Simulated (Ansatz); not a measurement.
Input of an Ansatz 0.2.0 run:

Contents of input.yaml:

```yaml
crystal:
  lattice:
    - [0.0, 2.56477, 2.56477]
    - [2.56477, 0.0, 2.56477]
    - [2.56477, 2.56477, 0.0]
  atoms:
    - { symbol: Cl, position: [0.5, 0.5, 0.5] }
    - { symbol: Li, position: [0.0, 0.0, 0.0] }
hamiltonian:
  xc: lda
  pseudopotentials: { kind: paw }
kpoints:
  mp_grid: { grid: [9, 9, 9] }
scf:
  occupations: { method: fixed }
output:
  eigenvalues: true
dielectric:
  method: response
```

Potentials or basis: Ansatz PAW.

Command:

```console
$ ansatz run input.yaml --threads 2 --pin off --max-ram 5632MiB --backend cpu --events-out ev --progress --plain --runs-dir out
```

What does it give for the electronic dielectric tensor (diagonal)?

3.05.

Estimate the Born charges (mean of the diagonal).

Cl -1.18; Li +1.18 e.

Predict the band gap on the k mesh.

5.99 eV, direct.

Born effective charge tensors (e):
atom 1, Cl
```
-1.18  0.00  0.00
 0.00 -1.18  0.00
 0.00  0.00 -1.18
```
atom 2, Li
```
1.18 0.00 0.00
0.00 1.18 0.00
0.00 0.00 1.18
```

Caveat: odd divisions of the mesh miss points on the zone boundary, where band edges often lie, so the gap on the mesh can be too wide.

**The experiment to reproduce.**

A printed reference work, monograph reports, for a bulk crystal of LiCl: high-frequency dielectric constant 2.75.

Measured high-frequency dielectric constant of LiCl: 2.75 (a printed reference work, monograph). This calculation gives 3.05 (+10.7 %).
